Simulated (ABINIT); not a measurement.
Te:

```
Te
1.0
     2.30590    1.33131    1.69095
    -2.30590    1.33131    1.69095
     0.00000   -2.66263    1.69095
Te
1
Direct
  0.50000 0.50000 0.50000
```

This isn't the form of Te at room conditions, which is trigonal, of chains.

```yaml
Program: ABINIT 10.8.3 (patched build)
Task: relaxation of cell and atoms
Functional: LDA
Potentials_or_basis: PseudoDojo NC SR LDA v0.4.1 standard
Cutoff: 1088 eV
k_mesh: 7 × 7 × 7
Occupations: fermi-dirac, width 0.05 eV
Spin: no spin polarisation
```

At the start: pressure -1.4 GPa; volume 31.15 Å³/atom.

Question: How do energy, volume and symmetry change on relaxing?

Answer: Over 9 steps the energy falls by 4.2 meV/atom and the volume is 30.52 Å³/atom (-2.0 %); space group R-3m (No. 166, to 0.05 Å).

Step by step:
```
step  energy change (eV)  largest force (eV/Å)  pressure (GPa)  volume (Å³)
   1              0.0000                0.0000           -1.35        31.15
   2             -0.0011                0.0000           -1.12        31.02
   3             -0.0035                0.0000            0.12        30.39
   4             -0.0035                0.0000            0.08        30.42
   5             -0.0039                0.0000           -0.16        30.56
   6             -0.0041                0.0000           -0.21        30.61
   7             -0.0042                0.0000           -0.10        30.57
   8             -0.0042                0.0000           -0.01        30.53
   9             -0.0042                0.0000            0.00        30.52
```

Final structure:
```
Te
1.0
     2.27070    1.31099    1.70876
    -2.27070    1.31099    1.70876
     0.00000   -2.62198    1.70876
Te
1
Cartesian
  0.0000 0.0000 2.5631
```
